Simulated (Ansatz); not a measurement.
## B2P3: rattling a relaxed structure

The cell was found from a structure generator's guess, not taken from experiment.

Level of theory: DFT PBE, scalar-relativistic, plane waves, PAW (Ansatz). Cutoff 420 eV; k points 12×12×16 on the computed 5-atom cell (Γ-centred); Gaussian smearing, width 0.10 eV; no spin polarisation.

The cell below (5 atoms, space group P-62m (No. 189)) is relaxed within its symmetry.

```cif
data_structure
_symmetry_space_group_name_H-M 'P 1'
_symmetry_Int_Tables_number 1
_cell_length_a 5.5991
_cell_length_b 5.5991
_cell_length_c 2.3879
_cell_angle_alpha 90.000
_cell_angle_beta 90.000
_cell_angle_gamma 120.000
_cell_volume 64.83
loop_
_atom_site_label
_atom_site_type_symbol
_atom_site_fract_x
_atom_site_fract_y
_atom_site_fract_z
_atom_site_occupancy
B1 B 0.33333 0.66667 0.00000 1
B2 B 0.66667 0.33333 0.00000 1
P1 P 0.30892 0.30892 0.00000 1
P2 P 0.69108 0.00000 0.00000 1
P3 P 0.00000 0.69108 0.00000 1
```

For the test a repeat of it with 10 atoms (edges 2.39, 5.60, 9.70 Å) was strained at random (σ = 1.5 % a component), the atoms were moved at random (σ = 0.05 Å), and all was relaxed again on a coarse 8×4×2 mesh (in the run’s order of axes) with 0.20 eV smearing, with no symmetry imposed.

An odd number of electrons in the primitive cell allows no gap without spin; a larger cell or a magnetic state could open one. The cell is a metal run without spin; a magnetic state may lie lower.

Q: Is the structure stable against such a distortion?

A: It returns, within 1 meV/atom of the unmoved cell on that mesh and with the same symmetry when read at 0.1 Å (Cm at 0.01 Å, so small strains and shifts remain). No instability shows in this cell; modes of other wave vectors, which need another repeat, aren't tested. Another cell of B2P3 relaxed alike, in R32, lies 37 meV/atom lower, so this cell isn't the stable form at this level.
